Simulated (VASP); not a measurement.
# PbO2 (Fm-3m) in VASP: further runs

One crystal, PbO2, is run at these levels: PBEsol; tasks: single point.

All numbers are computed with VASP 6.6.1; they aren't measurements. Logs are shortened: lines on timing, memory, paths and dates and some standing lists are left out, and cuts for length are marked.

## 1. The crystal as given

Symmetry: Fm-3m, No. 225, cubic system. The conventional cell has a = 5.404 Å, b = 5.404 Å, c = 5.404 Å, α = 90.00°, β = 90.00°, γ = 90.00°. Pb (site symmetry m-3m) is surrounded by 8 O at 2.34 Å. Around O (site symmetry -43m) lie 4 Pb at 2.34 Å.

The cell comes from a database or a generator and needn't be the stable form of this composition.

## 2. Single point, PBEsol

INCAR reads:

```
ADDGRID  = F            
ALGO     = Normal         # electronic algorithm
EDIFF    = 1E-7           # SCF threshold, eV
ENCUT    = 460            # plane-wave cutoff, eV
GGA      = PS             # functional
ISIF     = 2              # what is computed and relaxed
ISMEAR   = 0              # smearing method
LASPH    = T              # aspherical terms in the spheres
LCHARG   = F              # write CHGCAR
LREAL    = F              # projectors in reciprocal space
LWAVE    = F              # write WAVECAR
NELM     = 100            # most SCF steps
PREC     = Normal         # precision mode
SIGMA    = 0.05           # smearing width, eV
```

KPOINTS reads:

```
k-points
0
Gamma
  5 5 5
```

POSCAR reads:

```
PbO2
1.0
    0.0000000000      2.7019920000      2.7019920000
    2.7019920000      0.0000000000      2.7019920000
    2.7019920000      2.7019920000      0.0000000000
Pb O
1 2
Direct
    0.0000000000      0.0000000000      0.0000000000
    0.7500000000      0.7500000000      0.7500000000
    0.2500000000      0.2500000000      0.2500000000
```

Potentials or basis: VASP PAW PBE potentials, release 64 (Pb, O).

Launch:

```bash
$ cat potpaw_PBE.64/Pb/POTCAR potpaw_PBE.64/O/POTCAR > POTCAR
$ mpirun -np 1 vasp_std > vasp.out
```

OUTCAR:

```text
EDIFF = 1E-7
   ENCUT = 460
   GGA = PS
   ISIF = 2
   ISMEAR = 0
   LASPH = T
   LREAL = F
   NELM = 100
   PREC = Normal

 Found     10 irreducible k-points:

 Following reciprocal coordinates:
            Coordinates               Weight
  0.000000  0.000000  0.000000      1.000000
  0.200000  0.000000  0.000000      8.000000
  0.400000  0.000000  0.000000      8.000000
  0.200000  0.200000  0.000000      6.000000
  0.400000  0.200000  0.000000     24.000000
 -0.400000  0.200000  0.000000     24.000000
   k-points           NKPTS =     10   k-points in BZ     NKDIM =     10   number of bands    NBANDS=     12
   number of dos      NEDOS =    301   number of ions     NIONS =      3
   total plane-waves  NPLWV =   8000
   dimension x,y,z NGX =    20 NGY =   20 NGZ =   20
   dimension x,y,z NGXF=    40 NGYF=   40 NGZF=   40
   ions per type =               1   2
   NGX,Y,Z   is equivalent  to a cutoff of   8.70,  8.70,  8.70 a.u.
   NGXF,Y,Z  is equivalent  to a cutoff of  17.40, 17.40, 17.40 a.u.
 SYSTEM =  unknown system
   PREC   = normal    normal or accurate (medium, high low for compatibility)
   ISTART =      0    job   : 0-new  1-cont  2-samecut
   ICHARG =      2    charge: 1-file 2-atom 10-const
   ISPIN  =      1    spin polarized calculation?
   LNONCOLLINEAR =      F non collinear calculations
   LSORBIT =      F    spin-orbit coupling
   LASPH  =      T    aspherical Exc in radial PAW
   ENCUT  =  460.0 eV  33.81 Ry    5.81 a.u.   6.68  6.68  6.68*2*pi/ulx,y,z
   NELM   =    100;   NELMIN=  2; NELMDL= -5     # of ELM steps
   EDIFF  = 0.1E-06   stopping-criterion for ELM
   LREAL  =      F    real-space projection
   EDIFFG = 0.1E-05   stopping-criterion for IOM
   NSW    =      0    number of steps for IOM
   IBRION =     -1    ionic relax: 0-MD 1-quasi-New 2-CG
   NFREE  =      0    steps in history (QN), initial steepest desc. (CG)
   ISIF   =      2    stress and relaxation
   ISYM   =      2    0-nonsym 1-usesym 2-fastsym
   POTIM  = 0.5000    time-step for ionic-motion
   TEBEG  =    0.0;   TEEND  =   0.0 temperature during run
   PSTRESS=    0.0 pullay stress
   NELECT =      16.0000    total number of electrons
   NUPDOWN=      -1.0000    fix difference up-down
   EMIN   =  10.00;   EMAX   =-10.00  energy-range for DOS
   EFERMI =   0.00;   METHOD = LEGACY
   ISMEAR =     0;   SIGMA  =   0.05  broadening in eV -4-tet -1-fermi 0-gaus
   EFERMI_NEDOS =   21; number of points for ismear=-14 and -15
   IALGO  =     38    algorithm
   IMIX   =      4    mixing-type and parameters
     AMIX     =   0.40;   BMIX     =  1.00
     AMIX_MAG =   1.60;   BMIX_MAG =  1.00
  volume/ion in A,a.u.               =      13.15        88.75
  Fermi-wavevector in a.u.,A,eV,Ry     =   1.211772  2.289916 19.978664  1.468390
  Thomas-Fermi vector in A             =   2.347277
   LORBIT       =      0    0 simple, 1 ext, 2 COOP (PROOUT), +10 PAW based schemes
   GGA     = PS    functional components
   LHFCALC =     F    Hartree Fock is set to
   AEXX    =    0.0000 exact exchange contribution
   IVDW    =     0    specifies the selected vdW correction
   LEPSILON=     F    determine dielectric tensor
   LRPA    =     F    only Hartree local field effects (RPA)
 non-spin polarized calculation
 Gauss-broadening in eV      SIGMA  =   0.05
  energy-cutoff  :      460.00
  volume of cell :       39.45
 maximum number of plane-waves:       899
   NGX = 13   NGY = 13   NGZ = 13

 number of electron      16.0000036 magnetization

 Free energy of the ion-electron system (eV)
  ---------------------------------------------------
  ext. energy  EPLUGINS =         0.00000000
  ---------------------------------------------------
  free energy    TOTEN  =       -17.00373393 eV

  energy without entropy =      -17.00250738  energy(sigma->0) =      -17.00312066

 E-fermi :   3.6891     XC(G=0): -11.3076

 val. band max:        3.6275632556   @ k =  -0.4000   0.4000   0.2000
 cond. band min:       4.3576610846   @ k =   0.2000   0.2000   0.0000
 fundamental gap:      0.7300978290
 Fermi energy:         3.6890956084

 k-point     1 :       0.0000    0.0000    0.0000
  band No.  band energies     occupation
      1     -14.6689      2.00000
      2     -11.7704      2.00000
      3       0.9598      2.00000
      4       1.6991      2.00000
      5       1.6995      2.00000
      6       1.6995      2.00000
      7       2.5815      2.00000
      8       2.5819      2.00000
      9       2.5819      2.00000
     10      10.5824      0.00000
     11      10.5824      0.00000
     12      10.5824      0.00000

 k-point     2 :       0.2000    0.0000    0.0000
  band No.  band energies     occupation
      1     -14.3344      2.00000
      2     -11.8628      2.00000
      3      -1.0154      2.00000
      4       1.2088      2.00000
      5       1.4315      2.00000
      6       1.4318      2.00000
      7       2.4889      2.00000
      8       2.4893      2.00000
      9       4.5833      0.00000
     10      10.1570      0.00000
     11      11.3618      0.00000
     12      11.3619      0.00000

 k-point     3 :       0.4000    0.0000    0.0000
  band No.  band energies     occupation
      1     -13.4349      2.00000
      2     -12.4008      2.00000
      3      -2.6389      2.00000
      4       0.5654      2.00000
      5       1.0510      2.00000
      6       1.0512      2.00000
      7       2.3289      2.00000
      8       2.3293      2.00000
      9       6.1206      0.00000
     10      10.6218      0.00000
     11      12.8329      0.00000
     12      12.8331      0.00000

 k-point     4 :       0.2000    0.2000    0.0000
  band No.  band energies     occupation
      1     -14.2447      2.00000
      2     -11.8359      2.00000
      3      -1.5671      2.00000
      4       0.6049      2.00000
      5       0.6051      2.00000
      6       2.2869      2.00000
      7       3.0660      2.00000
      8       3.0663      2.00000
      9       4.3577      0.00000
     10       9.2971      0.00000
     11      12.0027      0.00000
     12      12.0028      0.00000

 k-point     5 :       0.4000    0.2000    0.0000
  band No.  band energies     occupation
      1     -13.5931      2.00000
      2     -12.1004      2.00000
      3      -3.1303      2.00000
      4       0.0271      2.00000
      5       0.1420      2.00000
      6       2.3974      2.00000
      7       2.7709      2.00000
      8       3.0981      2.00000
      9       5.6277      0.00000
     10       9.9533      0.00000
     11      12.8535      0.00000
     12      13.2648      0.00000

 k-point     6 :      -0.4000    0.2000    0.0000
  band No.  band energies     occupation
      1     -12.9040      2.00000
      2     -12.6752      2.00000
      3      -3.5926      2.00000
      4      -0.0248      2.00000
      5       0.4360      2.00000
      6       1.4335      2.00000
      7       2.7496      2.00000
      8       3.1682      2.00000
      9       6.1389      0.00000
     10      11.2333      0.00000
     11      12.6353      0.00000
     12      13.4801      0.00000

 [... further k-points ...]

------------------------ aborting loop because EDIFF is reached ----------------------------------------

  FORCE on cell =-STRESS in cart. coord.  units (eV):
  Direction    XX          YY          ZZ          XY          YZ          ZX
  --------------------------------------------------------------------------------------
  -------------------------------------------------------------------------------------
  Total       -1.8973623     -1.8973623     -1.8973623      0.0000000      0.0000000     -0.0000000
  in kB      -77.0510722    -77.0510722    -77.0510722      0.0000000      0.0000000     -0.0000000
  external PRESSURE =     -77.0510722 kB  Pullay stress =       0.0000000 kB

 VOLUME and BASIS-vectors are now :
 -----------------------------------------------------------------------------
  energy-cutoff  :      460.00
  volume of cell :       39.45
      direct lattice vectors                 reciprocal lattice vectors
     0.000000000  2.701992000  2.701992000    -0.185048660  0.185048660  0.185048660
     2.701992000  0.000000000  2.701992000     0.185048660 -0.185048660  0.185048660
     2.701992000  2.701992000  0.000000000     0.185048660  0.185048660 -0.185048660

 POSITION                                       TOTAL-FORCE (eV/Angst)
 -----------------------------------------------------------------------------------
      0.00000      0.00000      0.00000         0.000000      0.000000     -0.000000
      4.05299      4.05299      4.05299        -0.000000     -0.000000      0.000000
      1.35100      1.35100      1.35100         0.000000      0.000000     -0.000000
 -----------------------------------------------------------------------------------
    total drift:                                0.000000     -0.000000      0.000000

  FREE ENERGIE OF THE ION-ELECTRON SYSTEM (eV)
  ---------------------------------------------------
  free  energy   TOTEN  =       -17.0037339348 eV

  energy  without entropy=      -17.0025073781  energy(sigma->0) =      -17.00312066
```

It took 10 s on 1 thread of AMD EPYC 7R43 (Zen 3), shared host; peak memory 0.09 GiB.

These settings aren't checked as converged: the numbers below hold their error.

Results:

```yaml
Free_energy: -17.0037 eV
Pressure: -7.7 GPa
Band_gap_on_the_k_mesh: none (metal or under the smearing width)
```

Caveat: the k mesh is coarse (spacing up to 0.40 Å⁻¹), so the values aren't converged; the cutoff is under 1.25 times the usual one of these potentials, so pressure, stress and relaxed cells hold a basis-set (Pulay) error; the PAW data sets were made with another functional, which shifts forces and pressure a little.

## 3. Single point, PBEsol

INCAR, as its differences from that of step 2:

```diff
@@ -9,6 +9,6 @@
 LCHARG   = F              # write CHGCAR
-LREAL    = F              # projectors in reciprocal space
+LREAL    = Auto         
 LWAVE    = F              # write WAVECAR
 NELM     = 100            # most SCF steps
-PREC     = Normal         # precision mode
+PREC     = Accurate       # precision mode
 SIGMA    = 0.05           # smearing width, eV
```

KPOINTS is that of step 2.

POSCAR is that of step 2.

Potentials or basis: VASP PAW PBE potentials, release 64 (Pb, O).

Launch:

```bash
$ cat potpaw_PBE.64/Pb/POTCAR potpaw_PBE.64/O/POTCAR > POTCAR
$ mpirun -np 1 vasp_std > vasp.out
```

Run time: 20 s. Hardware: 1 thread of AMD EPYC 7R43 (Zen 3), shared host; peak memory 0.12 GiB.

These settings aren't checked as converged: the numbers below hold their error.

Results:

* Free energy: -17.0023 eV
* Pressure: -7.8 GPa
* Band gap on the k mesh: none (metal or under the smearing width)

Caveat: the k mesh is coarse (spacing up to 0.40 Å⁻¹), so the values aren't converged; the cutoff is under 1.25 times the usual one of these potentials, so pressure, stress and relaxed cells hold a basis-set (Pulay) error; the PAW data sets were made with another functional, which shifts forces and pressure a little.

## 4. Single point, PBEsol

INCAR, as its differences from that of step 3:

```diff
@@ -2,3 +2,3 @@
 ALGO     = Normal         # electronic algorithm
-EDIFF    = 1E-7           # SCF threshold, eV
+EDIFF    = 0.01           # SCF threshold, eV
 ENCUT    = 460            # plane-wave cutoff, eV
@@ -9,3 +9,3 @@
 LCHARG   = F              # write CHGCAR
-LREAL    = Auto         
+LREAL    = F              # projectors in reciprocal space
 LWAVE    = F              # write WAVECAR
```

KPOINTS is that of step 3.

POSCAR is that of step 3.

Launch:

```bash
$ cat potpaw_PBE.64/Pb/POTCAR potpaw_PBE.64/O/POTCAR > POTCAR
$ mpirun -np 1 vasp_std > vasp.out
```

Run time: 10 s. Hardware: 1 thread of AMD EPYC 7R43 (Zen 3), shared host; peak memory 0.12 GiB.

The run converged, but some of its settings lie outside the range that counts as converged, so its numbers aren't taken as properties of the crystal.

Results:

- Free energy: -17.0014 eV
- Pressure: -7.9 GPa
- Band gap on the k mesh: none (metal or under the smearing width)

Caveat: the k mesh is coarse (spacing up to 0.40 Å⁻¹), so the values aren't converged; the cutoff is under 1.25 times the usual one of these potentials, so pressure, stress and relaxed cells hold a basis-set (Pulay) error; the PAW data sets were made with another functional, which shifts forces and pressure a little.

## 5. Single point, PBEsol

INCAR, as its differences from that of step 4:

```diff
@@ -2,3 +2,3 @@
 ALGO     = Normal         # electronic algorithm
-EDIFF    = 0.01           # SCF threshold, eV
+EDIFF    = 0.001          # SCF threshold, eV
 ENCUT    = 460            # plane-wave cutoff, eV
```

KPOINTS is that of step 4.

POSCAR is that of step 4.

Launch:

```bash
$ cat potpaw_PBE.64/Pb/POTCAR potpaw_PBE.64/O/POTCAR > POTCAR
$ mpirun -np 1 vasp_std > vasp.out
```

It took 10 s on 1 thread of AMD EPYC 7R43 (Zen 3), shared host; peak memory 0.12 GiB.

These settings aren't checked as converged: the numbers below hold their error.

What came out:

```yaml
Free_energy: -17.0019 eV
Pressure: -7.7 GPa
Band_gap_on_the_k_mesh: none (metal or under the smearing width)
```

Caveat: the k mesh is coarse (spacing up to 0.40 Å⁻¹), so the values aren't converged; the cutoff is under 1.25 times the usual one of these potentials, so pressure, stress and relaxed cells hold a basis-set (Pulay) error; the PAW data sets were made with another functional, which shifts forces and pressure a little.

## 6. Single point, PBEsol

INCAR, as its differences from that of step 5:

```diff
@@ -2,3 +2,3 @@
 ALGO     = Normal         # electronic algorithm
-EDIFF    = 0.001          # SCF threshold, eV
+EDIFF    = 1E-4           # SCF threshold, eV
 ENCUT    = 460            # plane-wave cutoff, eV
```

KPOINTS is that of step 5.

POSCAR is that of step 5.

Potentials or basis: VASP PAW PBE potentials, release 64 (Pb, O).

Launch:

```bash
$ cat potpaw_PBE.64/Pb/POTCAR potpaw_PBE.64/O/POTCAR > POTCAR
$ mpirun -np 1 vasp_std > vasp.out
```

It took 9.8 s on 1 thread of AMD EPYC 7R43 (Zen 3), shared host; peak memory 0.13 GiB.

These settings aren't checked as converged: the numbers below hold their error.

Results:

* Free energy: -17.0019 eV
* Pressure: -7.7 GPa
* Band gap on the k mesh: none (metal or under the smearing width)

Caveat: the k mesh is coarse (spacing up to 0.40 Å⁻¹), so the values aren't converged; the cutoff is under 1.25 times the usual one of these potentials, so pressure, stress and relaxed cells hold a basis-set (Pulay) error; the PAW data sets were made with another functional, which shifts forces and pressure a little.

## 7. For comparison

An earlier run on the cell as given: functional PBE; potentials or basis VASP PAW PBE potentials, release 64 (Pb_d, O); cutoff 520 eV; k mesh 9 × 9 × 9; occupations fermi-dirac, width 0.05 eV; no spin polarisation.

* Pressure: 0.6 GPa
* Band gap on the k mesh: none (metal or under the smearing width)
